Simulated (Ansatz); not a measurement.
GeO2 (rutile)

```
CELL_PARAMETERS angstrom
      4.48750     0.00000     0.00000
      0.00000     4.48750     0.00000
      0.00000     0.00000     2.90497
ATOMIC_POSITIONS crystal
  Ge 0.00000 0.00000 0.00000
  Ge 0.50000 0.50000 0.50000
  O  0.30714 0.30714 0.00000
  O  0.80714 0.19286 0.50000
  O  0.19286 0.80714 0.50000
  O  0.69286 0.69286 0.00000
```

The slice is a (-1 1 0) plane (indices of the conventional cell) through the point (0.807, 0.193, 0.500) (fractional), spanned by u = [001] and v = [110] in vectors of this cell: u (2.90 Å) and v (6.35 Å, at 90° to u). It covers one period; positions are fractions (u, v).

Method: PBE (plane waves to 420 eV, PAW, scalar-relativistic; Ansatz, a quantum-chemistry and plane-wave program). k mesh 8×8×11. These are valence fields of a PAW run, semicore shells included where kept as valence: close to a nucleus they are smooth pseudo fields. GeO2 was relaxed with its symmetry unable to fall.

Question: Sketch the electrostatic potential energy of an electron, from the cell's mean on this plane as a map.

Answer: 
```
|xxxxxxxxxx222211112222xxxxxxxx|
|xxxxxxxx4433332222333344xxxxxx|
|xxxxxx44555544444444555544xxxx|
|xx6666777766666666666677776666|
|888888888888777777778888888888|
|999999999999888888889999999999|
|999999999999999999999999999999|
|999999999999999999999999999999|
|999999999999999999999999999999|
|888888999999999999999999998888|
|777788888899999999999988888877|
|666666778888888888888888776666|
|333344556677888888887766554433|
|111122445566777777776655442211|
|xxxx002244666677776666442200xx|
|xxxx002244556677776655442200xx|
|xxxx002244666677776666442200xx|
|111122445566777777776655442211|
|333344556677888888887766554433|
|666666778888888888888888776666|
|777788888899999999999988888877|
|888888999999999999999999998888|
|999999999999999999999999999999|
|999999999999999999999999999999|
|999999999999999999999999999999|
|999999999999888888889999999999|
|888888888888777777778888888888|
|xx6666777766666666666677776666|
|xxxxxx44555544444444555544xxxx|
|xxxxxxxx4433332222333344xxxxxx|
|xxxxxxxxxx222211112222xxxxxxxx|
|xxxxxxxxxx221100001122xxxxxxxx|
```
Scale: ten equal steps from 2.98 (start of '0') to 10.86 (end of '9'), in the order '0123456789'. Values: electrostatic potential energy of an electron, from the cell's mean, in eV. The map has 15 points along u (two characters each, u = 0 at the left) and 32 along v (v = 0 in the bottom row). Points within 0.8 Å of a nucleus are blanked (x), as the pseudised field means little there. The zero, the cell's mean, hangs on the PAW cores.
